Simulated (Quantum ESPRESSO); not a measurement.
## BeTe under changes of volume

One of the cells (21.254 Å³/atom); the others are scaled copies at fixed shape and fractional positions:

```
Te Be
1.0
     0.00000    2.77000    2.77000
     2.77000    0.00000    2.77000
     2.77000    2.77000    0.00000
Te Be
1 1
Direct
  0.75000 0.75000 0.75000
  0.00000 0.00000 0.00000
```

```yaml
Program: Quantum ESPRESSO 7.5
Functional: LDA
Potentials_or_basis: PseudoDojo 0.4 FR PBE standard
Cutoff: 1197 eV
Density_cutoff: 4789 eV
k_mesh: 8 × 8 × 8
Occupations: fermi-dirac, width 0.05 eV
Spin: spin-orbit coupling, no magnetisation
```

| volume (Å³/atom) | energy over the lowest point (meV/atom) | pressure (GPa) | gap on the mesh (eV) |
| --- | --- | --- | --- |
| 19.979 | ? | ? | ? |
| 20.404 | 11.99 | 3.7 | 1.38 |
| 20.829 | 4.19 | 2.1 | 1.44 |
| 21.254 | 0.34 | 0.7 | 1.49 |
| 21.679 | 0.00 | -0.5 | 1.54 |
| 22.104 | 2.87 | -1.7 | 1.58 |
| 22.529 | 8.62 | -2.7 | 1.63 |

**Question.** What does the run at 19.979 Å³/atom give?

**Answer.** Energy over the lowest point 24.05 meV/atom; pressure 5.4 GPa; gap on the mesh 1.32 eV.

Worked out: A Birch-Murnaghan fit of order 3 (a polynomial in V^(-2/3)) to the other rows has its minimum at 21.51 Å³/atom with B0 = V·E''(V) = 63 GPa and B' = 4.2. It gives 24.14 meV/atom at 19.979 Å³/atom, against the run's 24.05, and -dE/dV = 5.5 GPa, against 5.4. A straight line through the other rows of the gap, of slope 2.48 eV per unit of ln V, extrapolates to 1.33 eV, against the run's 1.32.

Energies are extrapolated to zero smearing.

Caveats: the potentials were made for another functional, which shifts forces and pressure.

A mesh can miss the band edges.
